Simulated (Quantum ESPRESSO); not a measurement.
# Ag (Fm-3m) in Quantum ESPRESSO: settings compared

One crystal, Ag, is run at these levels: rev-vdW-DF2, PBEsol; tasks: phonons, phonon dispersion, Wannier functions.

Everything below comes from runs of Quantum ESPRESSO 7.5. Logs are shortened: lines on timing, memory, paths and dates and some standing lists are left out, and cuts for length are marked.

## (1) Starting point

The structure is cubic, space group Fm-3m (No. 225). The conventional cell has a = 4.085 Å, b = 4.085 Å, c = 4.085 Å, α = 90.00°, β = 90.00°, γ = 90.00°. Ag (site symmetry m-3m) is surrounded by 12 Ag at 2.89 Å.

## (2) Phonons, rev-vdW-DF2

The input, pw.in:

```
&CONTROL
  calculation = 'scf'
  prefix = 'pwscf'
  outdir = './tmp'
  pseudo_dir = './pseudo'
  tprnfor = .true.
  tstress = .true.
  disk_io = 'low'
/
&SYSTEM
  ibrav = 0
  nat = 1
  ntyp = 1
  ecutwfc = 82
  nbnd = 16
  input_dft = 'vdw-df2-b86r'
  occupations = 'smearing'
  smearing = 'mv'
  degauss = 0.00999582
/
&ELECTRONS
  conv_thr = 2d-10
  electron_maxstep = 120
  mixing_beta = 0.5
/
ATOMIC_SPECIES
Ag   107.8682 Ag.upf
CELL_PARAMETERS angstrom
   0.0000000000    2.0427500000    2.0427500000
   2.0427500000    0.0000000000    2.0427500000
   2.0427500000    2.0427500000    0.0000000000
ATOMIC_POSITIONS crystal
Ag     0.0000000000    0.0000000000    0.0000000000
K_POINTS automatic
11 11 11 0 0 0
```

The input, relax.in:

```
&CONTROL
  calculation = 'vc-relax'
  prefix = 'pwscf'
  outdir = './tmp'
  pseudo_dir = './pseudo'
  tprnfor = .true.
  tstress = .true.
  disk_io = 'low'
  nstep = 40
  forc_conv_thr = 0.0001
  etot_conv_thr = 1d-06
/
&SYSTEM
  ibrav = 0
  nat = 1
  ntyp = 1
  ecutwfc = 82
  nbnd = 16
  input_dft = 'vdw-df2-b86r'
  occupations = 'smearing'
  smearing = 'mv'
  degauss = 0.00999582
/
&ELECTRONS
  conv_thr = 2d-10
  electron_maxstep = 120
  mixing_beta = 0.5
/
&IONS
  ion_dynamics = 'bfgs'
/
&CELL
  cell_dynamics = 'bfgs'
  press = 0
  press_conv_thr = 0.2
/
ATOMIC_SPECIES
Ag   107.8682 Ag.upf
CELL_PARAMETERS angstrom
   0.0000000000    2.0427500000    2.0427500000
   2.0427500000    0.0000000000    2.0427500000
   2.0427500000    2.0427500000    0.0000000000
ATOMIC_POSITIONS crystal
Ag     0.0000000000    0.0000000000    0.0000000000
K_POINTS automatic
11 11 11 0 0 0
```

The input, scf2.in:

```
&CONTROL
  calculation = 'scf'
  prefix = 'pwscf'
  outdir = './tmp'
  pseudo_dir = './pseudo'
  tprnfor = .true.
  tstress = .true.
  disk_io = 'low'
/
&SYSTEM
  ibrav = 0
  nat = 1
  ntyp = 1
  ecutwfc = 82
  nbnd = 16
  input_dft = 'vdw-df2-b86r'
  occupations = 'smearing'
  smearing = 'mv'
  degauss = 0.00999582
/
&ELECTRONS
  conv_thr = 1d-13
  electron_maxstep = 120
  mixing_beta = 0.5
  startingpot = 'file'
  startingwfc = 'file'
/
ATOMIC_SPECIES
Ag   107.8682 Ag.upf
CELL_PARAMETERS angstrom
   0.0000000000    2.0474464199    2.0474464199
   2.0474464199    0.0000000000    2.0474464199
   2.0474464199    2.0474464199    0.0000000000
ATOMIC_POSITIONS crystal
Ag     0.0000000000    0.0000000000    0.0000000000
K_POINTS automatic
11 11 11 0 0 0
```

The input, ph.in:

```
phonons of Ag
&INPUTPH
  prefix = 'pwscf'
  outdir = './tmp'
  tr2_ph = 1d-16
  fildyn = 'dyn'
  niter_ph = 60
  alpha_mix(1) = 0.4
/
0.5303300859 0.5303300859 -0.0000000000
```

Potentials or basis: PseudoDojo 0.4.1 SR PBE standard.

Launch:

```bash
$ OMP_NUM_THREADS=1 pw.x -in pw.in > pw.out
$ OMP_NUM_THREADS=1 pw.x -in relax.in > relax.out
$ OMP_NUM_THREADS=1 pw.x -in scf2.in > scf2.out
$ OMP_NUM_THREADS=1 ph.x -in ph.in > ph.out
```

pw.out:

```text
This program is part of the open-source Quantum ESPRESSO suite
     for quantum simulation of materials; please cite
         "P. Giannozzi et al., J. Phys.:Condens. Matter 21 395502 (2009);
         "P. Giannozzi et al., J. Phys.:Condens. Matter 29 465901 (2017);
         "P. Giannozzi et al., J. Chem. Phys. 152 154105 (2020);
     in publications or presentations arising from this work. More details at

     IMPORTANT: XC functional enforced from input :
     Exchange-correlation= VDW-DF2-B86R
                           (   1   4  26   0   2   0   0)
     Any further DFT definition will be discarded
     Please, verify this is what you really want

     Message from routine setup:
     using ibrav=0 with symmetry is DISCOURAGED, use correct ibrav instead

     G-vector sticks info
     --------------------
     sticks:   dense  smooth     PW     G-vecs:    dense   smooth      PW
     Sum         673     673    211                11575    11575    1989

     Using Slab Decomposition

     bravais-lattice index     =            0
     lattice parameter (alat)  =       5.4592  a.u.
     unit-cell volume          =     115.0462 (a.u.)^3
     number of atoms/cell      =            1
     number of atomic types    =            1
     number of electrons       =        19.00
     number of Kohn-Sham states=           16
     kinetic-energy cutoff     =      82.0000  Ry
     charge density cutoff     =     328.0000  Ry
     scf convergence threshold =      2.0E-10
     mixing beta               =       0.5000
     number of iterations used =            8  plain     mixing
     Exchange-correlation= VDW-DF2-B86R
                           (   1   4  26   0   2   0   0)

     celldm(1)=   5.459201  celldm(2)=   0.000000  celldm(3)=   0.000000
     celldm(4)=   0.000000  celldm(5)=   0.000000  celldm(6)=   0.000000

     crystal axes: (cart. coord. in units of alat)
               a(1) = (   0.000000   0.707107   0.707107 )
               a(2) = (   0.707107   0.000000   0.707107 )
               a(3) = (   0.707107   0.707107   0.000000 )

     reciprocal axes: (cart. coord. in units 2 pi/alat)
               b(1) = ( -0.707107  0.707107  0.707107 )
               b(2) = (  0.707107 -0.707107  0.707107 )
               b(3) = (  0.707107  0.707107 -0.707107 )

     PseudoPot. # 1 for Ag read from file:
     Ag.upf
     Pseudo is Norm-conserving + core correction, Zval = 19.0
     Generated using ONCVPSP code by D. R. Hamann
     Using radial grid of 1538 points,  6 beta functions with:
                l(1) =   0
                l(2) =   0
                l(3) =   1
                l(4) =   1
                l(5) =   2
                l(6) =   2

     atomic species   valence    mass     pseudopotential
     Ag               19.00   107.86820     Ag( 1.00)

     48 Sym. Ops., with inversion, found

   Cartesian axes

     site n.     atom                  positions (alat units)
         1        Ag     tau(   1) = (   0.0000000   0.0000000   0.0000000  )

     number of k points=    56  Marzari-Vanderbilt smearing, width (Ry)=  0.0100
                       cart. coord. in units 2pi/alat
        k(    1) = (   0.0000000   0.0000000   0.0000000), wk =   0.0015026
        k(    2) = (   0.0642824   0.0642824  -0.0642824), wk =   0.0120210
        k(    3) = (   0.1285649   0.1285649  -0.1285649), wk =   0.0120210
        k(    4) = (   0.1928473   0.1928473  -0.1928473), wk =   0.0120210
        k(    5) = (   0.2571297   0.2571297  -0.2571297), wk =   0.0120210
        k(    6) = (   0.3214122   0.3214122  -0.3214122), wk =   0.0120210
[... 48 lines left out ...]
        k(   55) = (  -0.0642824  -0.4499770   0.7071068), wk =   0.0360631
        k(   56) = (   0.0000000  -0.3856946   0.6428243), wk =   0.0360631

     Dense  grid:    11575 G-vectors     FFT dimensions: (  32,  32,  32)

     Initial potential from superposition of free atoms

     starting charge      18.9995, renormalised to      19.0000

     %%%%%%%%%%%%%%%%%%%%%%%%%%%%%%%%%%%%%%%%%%%%%%%%%%%%%%%%%%%%%%%%%%%%%%%%
     %                                                                      %
     % You are using vdW-DF, which was implemented by the Thonhauser group. %
     % Please cite the following two papers that made this development      %
     % possible and the two reviews that describe the various versions:     %
     %                                                                      %
     %   T. Thonhauser et al., PRL 115, 136402 (2015).                      %
     %   T. Thonhauser et al., PRB 76, 125112 (2007).                       %
     %   K. Berland et al., Rep. Prog. Phys. 78, 066501 (2015).             %
     %   D.C. Langreth et al., J. Phys.: Condens. Matter 21, 084203 (2009). %
     %                                                                      %
     % If you are calculating stress with vdW-DF, please also cite:         %
     %                                                                      %
     %   R. Sabatini et al., J. Phys.: Condens. Matter 24, 424209 (2012).   %
     %                                                                      %
     %%%%%%%%%%%%%%%%%%%%%%%%%%%%%%%%%%%%%%%%%%%%%%%%%%%%%%%%%%%%%%%%%%%%%%%%

     %%%%%%%%%%%%%%%%%%%%%%%%%%%%%%%%%%%%%%%%%%%%%%%%%%%%%%%%%%%%%%%%%%%%%%%%
     %                                                                      %
     %  vdW-DF NEWS:                                                        %
     %                                                                      %
     %  * vdW-DF3 is now available. DOI: 10.1021/acs.jctc.0c00471           %
     %    use with input_dft = 'vdW-DF3-opt1' or 'vdW-DF3-opt2'             %
     %                                                                      %
     %  * Unscreened and range-separated hybrid vdW-DF-cx functionals       %
     %    DOI: 10.1063/1.4986522 and 10.1088/1361-648X/ac2ad2               %
     %    use with input_dft = 'vdW-DF-cx0'    and 'vdW-DF-ahcx'            %
     %  * Unscreened and range-separated hybrid vdW-DF2-b86r functionals    %
     %    DOI: 10.1063/1.4986522 and DOI: 10.1103/PhysRevX.12.041003        %
     %    use with input_dft = 'vdW-DF2-br0' and 'vdW-DF2-ahbr'             %
     %                                                                      %
     %%%%%%%%%%%%%%%%%%%%%%%%%%%%%%%%%%%%%%%%%%%%%%%%%%%%%%%%%%%%%%%%%%%%%%%%

     Starting wfcs are   10 randomized atomic wfcs +    6 random wfcs

     Self-consistent Calculation

     iteration #  1     ecut=    82.00 Ry     beta= 0.50
     Davidson diagonalization with overlap
     ethr =  1.00E-02,  avg # of iterations =  4.9

     Threshold (ethr) on eigenvalues was too large:
     Diagonalizing with lowered threshold

     Davidson diagonalization with overlap
     ethr =  4.08E-04,  avg # of iterations =  1.5

     total energy              =    -309.91789816 Ry
     estimated scf accuracy    <       0.07851708 Ry
[... 50 lines left out ...]
     iteration #  9     ecut=    82.00 Ry     beta= 0.50
     Davidson diagonalization with overlap
     ethr =  4.32E-12,  avg # of iterations =  2.0

     End of self-consistent calculation

          k = 0.0000 0.0000 0.0000 (  1459 PWs)   bands (ev):

   -74.6102 -38.0394 -38.0394 -38.0394   9.5157  12.4692  12.4692  12.4692
    13.5098  13.5098  33.5977  37.0137  37.0137  37.0137  41.9602  42.6780

          k = 0.0643 0.0643-0.0643 (  1435 PWs)   bands (ev):
[... 106 lines left out ...]
   -74.5944 -38.1578 -38.0942 -38.0603  11.6279  12.2965  12.7422  12.9589
    13.5309  15.9316  25.9665  29.1568  34.8093  36.1530  39.6458  42.0308

          k = 0.0000-0.2571 0.2571 (  1428 PWs)   bands (ev):

   -74.5986 -38.1300 -38.0792 -38.0525  11.5499  12.0730  12.6906  13.0884
    13.1194  14.6645  29.2545  29.6759  36.0846  37.9244  38.3932  41.8967

          k = 0.3857 0.0000-0.0000 (  1443 PWs)   bands (ev):
[... 46 lines left out ...]
   -74.5876 -38.1652 -38.1417 -38.0883  11.3305  11.8157  13.0586  13.6589
    14.1879  21.9633  22.0114  24.5067  30.4402  34.1870  42.2676  44.5658

          k = 0.6428-0.0000 0.0000 (  1432 PWs)   bands (ev):

   -74.5874 -38.1934 -38.1018 -38.1018  10.8725  11.0005  14.2648  14.4682
    14.4682  18.3602  24.7018  28.1281  28.1281  34.5135  34.5683  47.2382

          k =-0.0000-0.6428 0.6428 (  1428 PWs)   bands (ev):

   -74.5869 -38.1927 -38.1087 -38.1012  10.9199  11.0646  14.1912  14.2497
    14.4859  19.3779  24.0203  26.7886  28.2712  34.4908  35.9693  46.6671

          k = 0.2571 0.1286 0.0000 (  1441 PWs)   bands (ev):

   -74.6021 -38.1026 -38.0638 -38.0521  10.9949  12.0420  12.7490  12.9579
    13.3169  13.8974  31.4996  31.7556  36.0592  36.1290  39.5206  41.3619

          k = 0.3214 0.1928-0.0643 (  1431 PWs)   bands (ev):
[... 36 lines left out ...]
   -74.5909 -38.1679 -38.1144 -38.0736  11.7850  12.0858  12.5117  13.2688
    13.9179  17.8264  24.2885  27.6144  31.6300  36.4877  40.0717  44.2351

          k = 0.0000-0.2571 0.3857 (  1443 PWs)   bands (ev):

   -74.5940 -38.1533 -38.0994 -38.0651  11.9470  12.0200  12.3222  13.4087
    13.5043  16.0131  27.4957  27.7130  33.0709  37.8049  38.4796  42.8620

          k = 0.5143 0.1286 0.0000 (  1435 PWs)   bands (ev):

   -74.5906 -38.1695 -38.0991 -38.0896  11.3162  11.3506  13.3612  14.0663
    14.0925  16.7008  27.8396  28.1780  28.6060  35.6435  36.4302  44.9199

          k =-0.1286-0.5143 0.6428 (  1445 PWs)   bands (ev):
[... 6 lines left out ...]
   -74.5878 -38.1672 -38.1352 -38.0911  11.4541  11.8521  12.8225  13.5765
    14.3034  21.3048  22.2786  25.5665  28.9699  35.8367  42.0361  43.0918

          k = 0.0000-0.3857 0.5143 (  1451 PWs)   bands (ev):

   -74.5887 -38.1570 -38.1426 -38.0832  11.7099  12.1687  12.3969  13.4309
    14.0718  19.8724  23.9000  25.0736  30.1920  36.1400  41.3654  45.6785

          k =-0.0643-0.5785 0.7071 (  1440 PWs)   bands (ev):
[... 21 lines left out ...]
   -74.5873 -38.1692 -38.1290 -38.1012  11.4638  11.6495  12.8534  13.7118
    14.4660  20.8234  24.8914  25.0953  26.1755  37.9795  39.6351  42.7064

          k = 0.0000-0.3857 0.6428 (  1446 PWs)   bands (ev):

   -74.5871 -38.1549 -38.1460 -38.1003  11.5955  12.0064  12.4282  13.5337
    14.4635  22.6503  22.8583  24.5949  26.5616  38.5855  41.0203  42.4195

     the Fermi energy is    17.5835 ev

!    total energy              =    -309.94286001 Ry
     estimated scf accuracy    <          1.8E-11 Ry
     smearing contrib. (-TS)   =      -0.00013213 Ry
     internal energy E=F+TS    =    -309.94272787 Ry

     The total energy is F=E-TS. E is the sum of the following terms:
     one-electron contribution =    -120.17041744 Ry
     hartree contribution      =      70.82039777 Ry
     xc contribution           =     -46.21017646 Ry
     ewald contribution        =    -214.38253174 Ry

     convergence has been achieved in   9 iterations

     Forces acting on atoms (cartesian axes, Ry/au):

     atom    1 type  1   force =     0.00000000    0.00000000    0.00000000

     Total force =     0.000000     Total SCF correction =     0.000000

     Computing stress (Cartesian axis) and pressure

          total   stress  (Ry/bohr**3)                   (kbar)     P=        7.54
   0.00005126   0.00000000  -0.00000000            7.54        0.00       -0.00
   0.00000000   0.00005126  -0.00000000            0.00        7.54       -0.00
   0.00000000  -0.00000000   0.00005126            0.00       -0.00        7.54

=------------------------------------------------------------------------------=
   JOB DONE.
=------------------------------------------------------------------------------=
```

Run time: 17 min. Hardware: 1 thread of Arm Neoverse V1, shared host; peak memory 0.11 GiB.

Results:

```
Free energy                                 : -4216.9879 eV
Relaxed volume                              : 17.17 Å³/atom
Relaxed cell                                : a = 2.896 Å, b = 2.896 Å, c = 2.896 Å, α = 60.00°, β = 60.00°, γ = 60.00°
Space group after relaxing (to 0.05 Å)      : Fm-3m (No. 225)
Pressure after relaxing                     : 0.0 GPa
Band gap on the k mesh                      : none (metal or under the smearing width)
Highest phonon frequency at the q point run : 196 cm⁻¹
```

The path:
```csv
step,energy change (eV),largest force (eV/Å),pressure (GPa),volume (Å³)
1,0.0000,0.0000,0.75,17.05
2,-0.0002,0.0000,0.33,17.11
3,-0.0003,0.0000,0.00,17.17
4,-0.0003,0.0000,0.00,17.17
```

Final structure:
```yaml
crystal:
  lattice:
    - [0.00000, 2.04745, 2.04745]
    - [2.04745, 0.00000, 2.04745]
    - [2.04745, 2.04745, 0.00000]
  atoms:
    - { symbol: Ag, position: [0.00000, 0.00000, 0.00000] }
```

Phonon frequencies in cm⁻¹ (negative: imaginary):
```tsv
q point	frequencies
(0.375, 0.375, 0.750)	142 192 196
```

Phonon modes at q = (0.375, 0.375, 0.750) in reciprocal lattice units:
```tsv
mode	symmetry	cm⁻¹
1	B_1	142
2	A_1	192
3	B_2	196
```

Caveat: the potentials were made for another functional, which shifts forces and pressure; the q point doesn't lie on the k mesh, which can shift a metal's frequencies strongly unless the mesh is converged.

(Part 1 of 3 ends here.)
